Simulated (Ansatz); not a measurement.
KF: stationary points along a deformation path

Theory: DFT PBE, scalar-relativistic, plane waves, PAW in Ansatz. Settings: plane waves to 420 eV, k-mesh 8×8×8 (Γ-centred), Gaussian smearing 0.05 eV. No spin polarisation. Energies are free energies at this smearing, counted from the undisturbed cell; pressure is positive in compression.

Zero of the scan (as given, not relaxed at this level; it stands at 1.3 GPa):

```yaml
crystal:
  lattice:
    - [0.00000, 2.67350, 2.67350]
    - [2.67350, 0.00000, 2.67350]
    - [2.67350, 2.67350, 0.00000]
  atoms:
    - { symbol: K, position: [0.00000, 0.00000, 0.00000] }
    - { symbol: F, position: [0.50000, 0.50000, 0.50000] }
```

At fixed volume and fractional coordinates, lengths along (0.577, 0.577, 0.577) are scaled against those across it; ρ is that ratio over its starting value. V = 19.109 Å³/atom. Δσ is the stress along the axis less the mean stress across it (compression positive).

| ρ | ΔE (meV/atom) | Δσ (GPa) | space group |
| --- | --- | --- | --- |
| 0.500 | 115.8 | 0.00 | Pm-3m |
| 0.600 | 104.9 | 1.77 | R-3m |
| 0.710 | 69.4 | 3.32 | R-3m |
| 0.850 | 21.7 | 2.91 | R-3m |
| 0.930 | 5.0 | 1.63 | R-3m |
| 1.000 | 0.0 | 0.00 | Fm-3m |
| 1.080 | 7.0 | -2.39 | R-3m |
| 1.200 | 45.0 | -6.96 | R-3m |
| 1.410 | 197.0 | -17.52 | R-3m |
| 1.700 | 585.0 | -35.70 | R-3m |
| 2.000 | 1172.6 | -55.68 | R-3m |

Question: How does the stress give the slope of the energy, and where is the energy stationary?

Answer: Along the path d ln(length) is 2/3 d ln ρ on the axis and −1/3 d ln ρ across it, so dE/d ln ρ = −(2/3) V Δσ: the energy falls with ρ where Δσ is positive. Δσ vanishes or changes sign at ρ = 0.500 (Pm-3m, an end of the scan), at 115.8 meV/atom; at ρ = 1.000 (Fm-3m), a minimum at 0.0 meV/atom. Pairs of stationary points between two samples would go unseen, and could change a minimum read from distant neighbours into a maximum. At ρ = 0.500, 1.000 the cell is cubic, where symmetry alone makes the stress isotropic and the slope zero.

Question: Which shear constant sets the curvature at ρ = 1?

Answer: For a cubic crystal E/V = (2/3) C (ln ρ)² with C = C44, so Δσ = −2C ln ρ. The parabola of Δσ against ln ρ through ρ = 0.930, 1 and 1.080 gives C ≈ 13.3 GPa with the ions clamped, rough because the steps are large. It is the stress–strain coefficient at this cell's pressure of 1.3 GPa, not the zero-pressure constant.